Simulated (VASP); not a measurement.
# AgCl (Chlorargyrite) (Fm-3m) in VASP: a series of runs

Aim: see how the results for AgCl (Chlorargyrite) move with the level of theory and the settings. Levels: PBE, HSE06, PBE0. Tasks: band structure.

All numbers are computed with VASP 6.6.1; they aren't measurements. Logs are shortened: lines on timing, memory, paths and dates and some standing lists are left out, and cuts for length are marked.

**What was measured.**

A printed reference work, data compilation reports, for a bulk crystal of AgCl: band gap 3.249 eV (indirect).

The results are compared with them further down.

## Step 1: The structure

Symmetry: Fm-3m, No. 225, cubic system. The conventional cell has a = 5.445 Å, b = 5.445 Å, c = 5.445 Å, α = 90.00°, β = 90.00°, γ = 90.00°. Around Ag (site symmetry m-3m) lie 6 Cl at 2.72 Å. Around Cl (site symmetry m-3m) lie 6 Ag at 2.72 Å.

## Step 2: Band structure, PBE

Input file INCAR:

```
SYSTEM = AgCl
PREC = Accurate ; ENCUT = 520
EDIFF = 1E-6 ; ISMEAR = 0
SIGMA = 0.03 ; LREAL = .FALSE.
LASPH = .TRUE. ; NELM = 80
ALGO = Fast ; ISIF = 2
LWAVE = .FALSE. ; LCHARG = .FALSE.
LMAXMIX = 4 ; GGA = PE
KPAR = 4
```

Input file KPOINTS:

```
regular mesh
0
G
  6 6 6
  0 0 0
```

Input file POSCAR:

```
AgCl                                    
1.0
    0.0000000000      2.7224909982      2.7224909982
    2.7224909982      0.0000000000      2.7224909982
    2.7224909982      2.7224909982      0.0000000000
  Ag              Cl            
     1     1
Direct
     0.0000000000000000    0.0000000000000000    0.0000000000000000
     0.5000000000000000    0.5000000000000000    0.5000000000000000
```

Input file KPOINTS_OPT:

```
explicit points
6
Reciprocal
 0.0000000000  0.0000000000  0.0000000000 1
 0.3750000000  0.3750000000  0.7500000000 1
 0.5000000000  0.5000000000  0.5000000000 1
 0.6250000000  0.2500000000  0.6250000000 1
 0.5000000000  0.2500000000  0.7500000000 1
 0.5000000000  0.0000000000  0.5000000000 1
```

Potentials or basis: VASP PAW PBE potentials, release 64 (Ag, Cl).

Started as:

```sh
cat potpaw_PBE.64/Ag/POTCAR potpaw_PBE.64/Cl/POTCAR > POTCAR
mpirun -np 4 vasp_std > vasp.out
```

OUTCAR:

```text
SYSTEM = AgCl
   PREC = Accurate
   ENCUT = 520
   EDIFF = 1E-6
   ISMEAR = 0
   LREAL = .FALSE.
   LASPH = .TRUE.
   NELM = 80
   ISIF = 2
   GGA = PE

 ion  position               nearest neighbor table
   1  0.000  0.000  0.000-   2 2.72   2 2.72   2 2.72   2 2.72   2 2.72   2 2.72
   2  0.500  0.500  0.500-   1 2.72   1 2.72   1 2.72   1 2.72   1 2.72   1 2.72

  LATTYP: Found a face centered cubic cell.
 ALAT       =     5.4449819964

  Lattice vectors:

 A1 = (   0.0000000000,   2.7224909982,   2.7224909982)
 A2 = (   2.7224909982,   0.0000000000,   2.7224909982)
 A3 = (   2.7224909982,   2.7224909982,   0.0000000000)

Analysis of symmetry for initial positions (statically):
=====================================================================
 Subroutine PRICEL returns:
 Original cell was already a primitive cell.

 Routine SETGRP: Setting up the symmetry group for a
 face centered cubic supercell.

 Subroutine GETGRP returns: Found 48 space group operations
 (whereof 48 operations were pure point group operations)
 out of a pool of 48 trial point group operations.

The static configuration has the point symmetry O_h .

Analysis of symmetry for dynamics (positions and initial velocities):
=====================================================================
 Subroutine PRICEL returns:
 Original cell was already a primitive cell.

 Routine SETGRP: Setting up the symmetry group for a
 face centered cubic supercell.

 Subroutine GETGRP returns: Found 48 space group operations
 (whereof 48 operations were pure point group operations)
 out of a pool of 48 trial point group operations.

The dynamic configuration has the point symmetry O_h .

 Subroutine INISYM returns: Found 48 space group operations
 (whereof 48 operations are pure point group operations),
 and found     1 'primitive' translations

----------------------------------------------------------------------------------------

                                     Primitive cell

  volume of cell :      40.3580

  direct lattice vectors                    reciprocal lattice vectors
     0.000000000  2.722490998  2.722490998    -0.183655336  0.183655336  0.183655336
     2.722490998  0.000000000  2.722490998     0.183655336 -0.183655336  0.183655336
     2.722490998  2.722490998  0.000000000     0.183655336  0.183655336 -0.183655336

  length of vectors
     3.850183693  3.850183693  3.850183693     0.318100374  0.318100374  0.318100374

  position of ions in fractional coordinates (direct lattice)
     0.000000000  0.000000000  0.000000000
     0.500000000  0.500000000  0.500000000

  ion indices of the primitive-cell ions
   primitive index   ion index
                 1           1
                 2           2

----------------------------------------------------------------------------------------

 KPOINTS: regular mesh

Automatic generation of k-mesh.
 Grid dimensions read from file:
 generate k-points for:    6    6    6

 Generating k-lattice:

  Cartesian coordinates                     Fractional coordinates (reciprocal lattice)
    -0.030609223  0.030609223  0.030609223     0.166666667  0.000000000  0.000000000
     0.030609223 -0.030609223  0.030609223     0.000000000  0.166666667  0.000000000
     0.030609223  0.030609223 -0.030609223     0.000000000  0.000000000  0.166666667

  Length of vectors
     0.053016729  0.053016729  0.053016729

  Shift w.r.t. Gamma in fractional coordinates (k-lattice)
     0.000000000  0.000000000  0.000000000

 Subroutine IBZKPT returns following result:
 ===========================================

 Found     16 irreducible k-points:

 Following reciprocal coordinates:
            Coordinates               Weight
  0.000000  0.000000  0.000000      1.000000
  0.166667  0.000000  0.000000      8.000000
  0.333333  0.000000  0.000000      8.000000
  0.500000  0.000000  0.000000      4.000000
  0.166667  0.166667  0.000000      6.000000
  0.333333  0.166667  0.000000     24.000000
[... 8 lines left out ...]
 -0.333333  0.333333  0.166667     24.000000
 -0.333333  0.500000  0.166667     12.000000
   k-points           NKPTS =     16   k-points in BZ     NKDIM =     16   number of bands    NBANDS=     13
   number of dos      NEDOS =    301   number of ions     NIONS =      2
   total plane-waves  NPLWV =  27000
   dimension x,y,z NGX =    30 NGY =   30 NGZ =   30
   dimension x,y,z NGXF=    60 NGYF=   60 NGZF=   60
   ions per type =               1   1
   NGX,Y,Z   is equivalent  to a cutoff of  12.95, 12.95, 12.95 a.u.
   NGXF,Y,Z  is equivalent  to a cutoff of  25.91, 25.91, 25.91 a.u.
 SYSTEM =  AgCl
   PREC   = accura    normal or accurate (medium, high low for compatibility)
   ISTART =      0    job   : 0-new  1-cont  2-samecut
   ICHARG =      2    charge: 1-file 2-atom 10-const
   ISPIN  =      1    spin polarized calculation?
   LNONCOLLINEAR =      F non collinear calculations
   LSORBIT =      F    spin-orbit coupling
   LASPH  =      T    aspherical Exc in radial PAW
   ENCUT  =  520.0 eV  38.22 Ry    6.18 a.u.   7.16  7.16  7.16*2*pi/ulx,y,z
   NELM   =     80;   NELMIN=  2; NELMDL= -5     # of ELM steps
   EDIFF  = 0.1E-05   stopping-criterion for ELM
   LREAL  =      F    real-space projection
   EDIFFG = 0.1E-04   stopping-criterion for IOM
   NSW    =      0    number of steps for IOM
   IBRION =     -1    ionic relax: 0-MD 1-quasi-New 2-CG
   NFREE  =      0    steps in history (QN), initial steepest desc. (CG)
   ISIF   =      2    stress and relaxation
   ISYM   =      2    0-nonsym 1-usesym 2-fastsym
   POTIM  = 0.5000    time-step for ionic-motion
   TEBEG  =    0.0;   TEEND  =   0.0 temperature during run
   PSTRESS=    0.0 pullay stress
   NELECT =      18.0000    total number of electrons
   NUPDOWN=      -1.0000    fix difference up-down
   EMIN   =  10.00;   EMAX   =-10.00  energy-range for DOS
   EFERMI =   0.00;   METHOD = LEGACY
   ISMEAR =     0;   SIGMA  =   0.03  broadening in eV -4-tet -1-fermi 0-gaus
   EFERMI_NEDOS =   21; number of points for ismear=-14 and -15
   IALGO  =     68    algorithm
   IMIX   =      4    mixing-type and parameters
     AMIX     =   0.40;   BMIX     =  1.00
     AMIX_MAG =   1.60;   BMIX_MAG =  1.00
  volume/ion in A,a.u.               =      20.18       136.17
  Fermi-wavevector in a.u.,A,eV,Ry     =   1.250804  2.363677 21.286455  1.564510
  Thomas-Fermi vector in A             =   2.384781
   LORBIT       =      0    0 simple, 1 ext, 2 COOP (PROOUT), +10 PAW based schemes
   GGA     = PE    functional components
   LHFCALC =     F    Hartree Fock is set to
   AEXX    =    0.0000 exact exchange contribution
   IVDW    =     0    specifies the selected vdW correction
   LEPSILON=     F    determine dielectric tensor
   LRPA    =     F    only Hartree local field effects (RPA)
 non-spin polarized calculation
 RMM-DIIS sequential band-by-band and
 Gauss-broadening in eV      SIGMA  =   0.03
  energy-cutoff  :      520.00
  volume of cell :       40.36
 maximum number of plane-waves:      1106
 NGX is ok and might be reduce to    30
   NGX = 15   NGY = 15   NGZ = 15

 number of electron      18.0000001 magnetization

 Free energy of the ion-electron system (eV)
  ---------------------------------------------------
  ext. energy  EPLUGINS =         0.00000000
  ---------------------------------------------------
  free energy    TOTEN  =        -5.35003608 eV

  energy without entropy =       -5.35003608  energy(sigma->0) =       -5.35003608

 E-fermi :   4.6922     XC(G=0): -10.2580

 val. band max:        4.5419249708   @ k =   0.5000   0.0000   0.0000
 cond. band min:       5.4435048581   @ k =   0.0000   0.0000   0.0000
 fundamental gap:      0.9015798872
 Fermi energy:         4.6921530858

 k-point     1 :       0.0000    0.0000    0.0000
  band No.  band energies     occupation
      1     -10.9924      2.00000
      2       1.8659      2.00000
      3       1.8659      2.00000
      4       1.8659      2.00000
      5       1.9102      2.00000
      6       1.9102      2.00000
      7       1.9846      2.00000
      8       1.9846      2.00000
      9       1.9846      2.00000
     10       5.4435      0.00000
     11      15.3705      0.00000
     12      15.3705      0.00000
     13      15.3705      0.00000

 k-point     2 :       0.1667    0.0000    0.0000
  band No.  band energies     occupation
      1     -10.8725      2.00000
      2       0.7165      2.00000
      3       0.9273      2.00000
      4       0.9273      2.00000
      5       1.9695      2.00000
      6       1.9695      2.00000
      7       2.2374      2.00000
      8       3.1064      2.00000
      9       3.1064      2.00000
     10       6.6295      0.00000
     11      13.3947      0.00000
     12      14.6811      0.00000
     13      14.6811      0.00000

 k-point     3 :       0.3333    0.0000    0.0000
  band No.  band energies     occupation
      1     -10.6146      2.00000
      2      -0.6302      2.00000
      3       0.2467      2.00000
      4       0.2467      2.00000
      5       2.1779      2.00000
      6       2.1779      2.00000
      7       2.4819      2.00000
      8       4.1123      2.00000
      9       4.1123      2.00000
     10       8.2505      0.00000
     11      11.6486      0.00000
     12      12.8765      0.00000
     13      12.8765      0.00000

 k-point     4 :       0.5000    0.0000    0.0000
  band No.  band energies     occupation
      1     -10.4751      2.00000
      2      -1.1725      2.00000
      3       0.0086      2.00000
      4       0.0086      2.00000
      5       2.2873      2.00000
      6       2.2873      2.00000
      7       2.6294      2.00000
      8       4.5419      2.00000
      9       4.5419      2.00000
     10       8.6278      0.00000
     11      11.3885      0.00000
     12      12.1049      0.00000
     13      12.1049      0.00000

 k-point     5 :       0.1667    0.1667    0.0000
  band No.  band energies     occupation
      1     -10.8405      2.00000
      2       0.1887      2.00000
      3       1.3451      2.00000
      4       1.3451      2.00000
      5       1.7702      2.00000
      6       1.9633      2.00000
      7       2.5095      2.00000
      8       2.5095      2.00000
      9       2.9828      2.00000
     10       7.1180      0.00000
     11      13.4445      0.00000
     12      13.8884      0.00000
     13      14.7563      0.00000
[... 129 lines left out ...]
 k-point    14 :       0.5000    0.3333    0.1667
  band No.  band energies     occupation
      1     -10.5063      2.00000
      2      -0.5486      2.00000
      3       0.2316      2.00000
      4       0.5460      2.00000
      5       2.0809      2.00000
      6       2.2939      2.00000
      7       2.6272      2.00000
      8       2.7157      2.00000
      9       3.8870      2.00000
     10       8.8341      0.00000
     11      11.1499      0.00000
     12      12.3460      0.00000
     13      13.8863      0.00000

 k-point    15 :      -0.3333    0.3333    0.1667
  band No.  band energies     occupation
      1     -10.4347      2.00000
      2      -0.4469      2.00000
      3       0.1123      2.00000
      4       0.1815      2.00000
      5       2.2095      2.00000
      6       2.2901      2.00000
      7       2.5256      2.00000
      8       3.0185      2.00000
      9       3.6523      2.00000
     10       9.1638      0.00000
     11      10.9444      0.00000
     12      12.5822      0.00000
     13      13.3441      0.00000

 k-point    16 :      -0.3333    0.5000    0.1667
  band No.  band energies     occupation
      1     -10.4318      2.00000
      2      -0.0486      2.00000
      3       0.1674      2.00000
      4       0.4654      2.00000
      5       2.1592      2.00000
      6       2.4229      2.00000
      7       2.4326      2.00000
      8       2.4428      2.00000
      9       3.0978      2.00000
     10       8.1206      0.00000
     11      12.3140      0.00000
     12      12.7953      0.00000
     13      13.5963      0.00000

------------------------ aborting loop because EDIFF is reached ----------------------------------------

  FORCE on cell =-STRESS in cart. coord.  units (eV):
  Direction    XX          YY          ZZ          XY          YZ          ZX
  --------------------------------------------------------------------------------------
  -------------------------------------------------------------------------------------
  Total        1.1647140      1.1647140      1.1647140      0.0000000      0.0000000     -0.0000000
  in kB       46.2381595     46.2381595     46.2381595      0.0000000      0.0000000     -0.0000000
  external PRESSURE =      46.2381595 kB  Pullay stress =       0.0000000 kB

 VOLUME and BASIS-vectors are now :
 -----------------------------------------------------------------------------
  energy-cutoff  :      520.00
  volume of cell :       40.36
      direct lattice vectors                 reciprocal lattice vectors
     0.000000000  2.722490998  2.722490998    -0.183655336  0.183655336  0.183655336
     2.722490998  0.000000000  2.722490998     0.183655336 -0.183655336  0.183655336
     2.722490998  2.722490998  0.000000000     0.183655336  0.183655336 -0.183655336

 POSITION                                       TOTAL-FORCE (eV/Angst)
 -----------------------------------------------------------------------------------
      0.00000      0.00000      0.00000        -0.000000     -0.000000      0.000000
      2.72249      2.72249      2.72249         0.000000      0.000000     -0.000000
 -----------------------------------------------------------------------------------
    total drift:                               -0.000000      0.000000      0.000000

  FREE ENERGIE OF THE ION-ELECTRON SYSTEM (eV)
  ---------------------------------------------------
  free  energy   TOTEN  =        -5.3500360799 eV

  energy  without entropy=       -5.3500360799  energy(sigma->0) =       -5.35003608
```

Wall time 4.6 s (4 MPI ranks of Intel Xeon 6975P-C (Granite Rapids), shared host); peak memory 0.16 GiB.

What came out:

```yaml
Free_energy: -5.3500 eV
Pressure: 4.6 GPa
Band_gap_on_the_k_mesh: 0.90 eV, indirect (least direct gap 3.46 eV)
Band_gap_along_the_path: 0.90 eV, indirect (least direct gap 3.46 eV)
```

## Step 3: Band structure, HSE06

POSCAR is that of step 2.

Input file INCAR.step1:

```
SYSTEM = AgCl
PREC = Accurate ; ENCUT = 520
EDIFF = 1E-5 ; ISMEAR = 0
SIGMA = 0.03 ; LREAL = .FALSE.
LASPH = .TRUE. ; NELM = 80
ALGO = Normal ; ISIF = 2
LWAVE = .TRUE. ; LCHARG = .FALSE.
LMAXMIX = 4 ; KPAR = 4
GGA = PE
```

Input file INCAR.step2:

```
SYSTEM = AgCl
PREC = Accurate ; ENCUT = 520
EDIFF = 1E-6 ; ISMEAR = 0
SIGMA = 0.03 ; LREAL = .FALSE.
LASPH = .TRUE. ; NELM = 80
ALGO = Normal ; ISIF = 2
LWAVE = .FALSE. ; LCHARG = .FALSE.
LMAXMIX = 4 ; GGA = PE
LHFCALC = .TRUE. ; HFSCREEN = 0.2
PRECFOCK = Fast ; KPAR = 4
ISTART = 1
```

KPOINTS is that of step 2.

KPOINTS_OPT is that of step 2.

Potentials or basis: VASP PAW PBE potentials, release 64 (Ag, Cl).

Started as:

```sh
cat potpaw_PBE.64/Ag/POTCAR potpaw_PBE.64/Cl/POTCAR > POTCAR
cp INCAR.step1 INCAR
mpirun -np 4 vasp_std > vasp.out
cp INCAR.step2 INCAR
mpirun -np 4 vasp_std > vasp.out
```

It took 2.4 min on 4 MPI ranks of Intel Xeon 6975P-C (Granite Rapids), shared host; peak memory 0.29 GiB.

Results (log left out):

```
Free energy             : -6.6171 eV
Pressure                : 4.3 GPa
Band gap on the k mesh  : 2.40 eV, indirect (least direct gap 4.89 eV)
Band gap along the path : 2.40 eV, indirect (least direct gap 4.89 eV)
```

Levels at points of the mesh, in eV from the valence-band top:
```
           k point  band 6  band 7  band 8  band 9  band 10  band 11  band 12  band 13
(0.00, 0.00, 0.00)   -3.09   -2.49   -2.49   -2.49     2.40    12.45    12.45    12.45
(0.50, 0.00, 0.00)   -2.67   -2.21    0.00    0.00     5.48     8.81     9.18     9.18
(0.50, 0.50, 0.00)   -2.88   -2.53   -2.53   -2.42     3.92     9.34    10.55    13.75
```

Caveat: the PAW data sets were made with another functional, which shifts forces and pressure a little.

(Continued in part 2 of 2.)
